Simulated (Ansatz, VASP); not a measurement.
# Two plane-wave programs on ZrC

INCAR

```
SYSTEM = ZrC
ALGO     = Normal         ! electronic algorithm
EDIFF    = 1E-6           ! SCF threshold, eV
ENCUT    = 520            ! plane-wave cutoff, eV
ISIF     = 2              ! what is computed and relaxed
ISMEAR   = 0              ! smearing method
LASPH    = .TRUE.         ! aspherical terms in the spheres
LCHARG   = .FALSE.        ! write CHGCAR
LREAL    = .FALSE.        ! projectors in reciprocal space
LWAVE    = .FALSE.        ! write WAVECAR
NBANDS   = 15             ! bands
NELM     = 80             ! most SCF steps
PREC     = Accurate       ! precision mode
SIGMA    = 0.15           ! smearing width, eV
```

Contents of KPOINTS:

```
k-points
0
G
  16 16 16
  0 0 0
```

The input POSCAR:

```
ZrC
1.0
    0.0000000000      2.3207286109      2.3207286109
    2.3207286109      0.0000000000      2.3207286109
    2.3207286109      2.3207286109      0.0000000000
Zr C
1 1
Direct
    0.4951207967      0.5048792033      0.5048792033
    0.0370573274     -0.0370573274     -0.0370573274
```

Input for Ansatz:

```yaml
crystal:
  lattice:
    - [0.0, 2.3207286109, 2.3207286109]
    - [2.3207286109, 0.0, 2.3207286109]
    - [2.3207286109, 2.3207286109, 0.0]
  atoms:
    - { symbol: Zr, position: [0.4951207967, 0.5048792033, 0.5048792033] }
    - { symbol: C, position: [0.0370573274, -0.0370573274, -0.0370573274] }
basis:
  ecutwfc: 520.0
kpoints:
  mp_grid: { grid: [16, 16, 16] }
hamiltonian:
  xc: lda
scf:
  occupations: { method: gaussian, width: 0.15 }
output:
  forces: true
  stress: true
  eigenvalues: true
```

Change from the starting cell: mode 4 frozen in at -0.172 Å and mode 5 at +0.000 Å (largest displacements).

Alike in both runs: task single point; functional LDA; k mesh 16 × 16 × 16; occupations gaussian, width 0.15 eV; no spin polarisation.

```csv
,VASP,Ansatz
version,VASP 6.6.1,Ansatz 0.2.0
potentials or method,"VASP PAW LDA potentials, release 64 (Zr_sv, C)","scalar-relativistic, plane waves, PAW"
plane-wave cutoff (eV),520,520
valence electrons in the cell,16,16
```

|  | VASP | Ansatz | Ansatz less VASP |
| --- | --- | --- | --- |
| gap on the k mesh at the Fermi level (eV) | none | none | - |
| pressure (GPa) | 4.0 | 3.4 | -0.65 |
| largest component of the traceless stress (GPa) | 8.17 | 8.12 | -0.057 |
| rms of the force components (eV/Å) | 0.991 | 0.980 | -0.0103 |

Atom by atom the forces differ by 0.010 eV/Å (rms over components). A gap of «none» marks a metal or a gap that the smearing closes.

Caveats: forces of over 1 eV/Å show positions far from the minimum, so gaps and moduli don't describe the material at rest.
